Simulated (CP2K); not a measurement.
Runs of CP2K 2026.2 on GaN. It takes space group F-43m (No. 216, cubic). The conventional cell has a = 4.507 Å, b = 4.507 Å, c = 4.507 Å, α = 90.00°, β = 90.00°, γ = 90.00°. Around Ga (site symmetry -43m) lie 4 N at 1.95 Å. Around N (site symmetry -43m) lie 4 Ga at 1.95 Å. The cell is a database's computed one.

```tsv
level	potentials or basis	spin	soc after scf	k points reduced by the point group	gap on the mesh (eV)	pressure (GPa)
HLE16	GTH_SOC_POTENTIALS Ga GTH-PBE-q13, N GTH-PBE-q5; DZVP-MOLOPT-SR-GTH basis	SOC, no magnetisation	yes	-	-	-25.6
PBE	GTH_POTENTIALS Ga GTH-PBE-q13, N GTH-PBE-q5; DZVP-MOLOPT-SR-GTH basis	off	-	yes	(a)	7.5
PBE	GTH_SOC_POTENTIALS Ga GTH-PBE-q13, N GTH-PBE-q5; DZVP-MOLOPT-SR-GTH basis	SOC, no magnetisation	yes	-	-	7.5
HLE16	GTH_POTENTIALS Ga GTH-PBE-q13, N GTH-PBE-q5; DZVP-MOLOPT-SR-GTH basis	off	-	yes	2.64	-25.6
```

Alike in all rows: task band structure; cell as given; k mesh 10 × 10 × 10; smearing fermi-dirac 0.05 eV.

Estimate the missing entries.

(a) 1.71.

Caveats: the basis of atomic orbitals isn't converged, which shifts pressures, moduli and gaps; the real-space grid breaks the cell's symmetry a little; the potentials were made for a functional far from this one (some runs); the potentials were made for another functional, which shifts forces and pressure (some runs).

A k mesh can miss the band edges, and rows without SOC leave out spin-orbit coupling on Ga.
